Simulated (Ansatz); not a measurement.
# PbS (Galena): the cost of one run

Program: Ansatz 0.2.0. Level of theory: DFT PBEsol, scalar-relativistic, plane waves, PAW. These are calculated values, not measurements.

The COD entry's cell or inner coordinates are ideal or old and differ from later refinements, so a difference from it is no clean test against experiment.

## 1. The structure to begin with

It takes space group Fm-3m (No. 225, cubic). The conventional cell has a = 5.931 Å, b = 5.931 Å, c = 5.931 Å, α = 90.00°, β = 90.00°, γ = 90.00°. Pb (site symmetry m-3m) is surrounded by 6 S at 2.97 Å. S (site symmetry m-3m) has 6 Pb at 2.97 Å as nearest neighbours.

Structure file:

```cif
data_structure
_symmetry_space_group_name_H-M 'P 1'
_symmetry_Int_Tables_number 1
_cell_length_a 4.1942
_cell_length_b 4.1942
_cell_length_c 4.1942
_cell_angle_alpha 60.000
_cell_angle_beta 60.000
_cell_angle_gamma 60.000
_cell_volume 52.17
loop_
_atom_site_label
_atom_site_type_symbol
_atom_site_fract_x
_atom_site_fract_y
_atom_site_fract_z
_atom_site_occupancy
Pb1 Pb 0.00000 0.00000 0.00000 1
S1 S 0.50000 0.50000 0.50000 1
```

The structure comes from the Crystallography Open Database.

(A quick probe on a coarse mesh, which set the mesh and smearing, is not shown.)

## 3. Full relaxation

Contents of input.yaml:

```yaml
crystal:
  lattice:
    - [0.0, 2.96575, 2.96575]
    - [2.96575, 0.0, 2.96575]
    - [2.96575, 2.96575, 0.0]
  atoms:
    - { symbol: Pb, position: [0.0, 0.0, 0.0] }
    - { symbol: S, position: [0.5, 0.5, 0.5] }
basis:
  ecutwfc: 420
kpoints:
  mp_grid: { grid: [10, 10, 10] }
hamiltonian:
  xc: pbesol
scf:
  occupations: { method: gaussian, width: 0.01 }
output:
  forces: true
  stress: true
  eigenvalues: true
relax:
  adjacent_minimum: "off"
  f_tol: 0.005
  max_steps: 80
  cell: { stress_tol: 0.05 }
```

Started as:

```sh
$ ansatz run input.yaml --threads 2 --pin off --max-ram 5120MiB --backend cpu --events-out ev --progress --plain --runs-dir out
```

What time and memory should one allow on 2 threads of Arm Neoverse V1, shared host?

About 5.1 s, with a peak of 0.34 GiB.
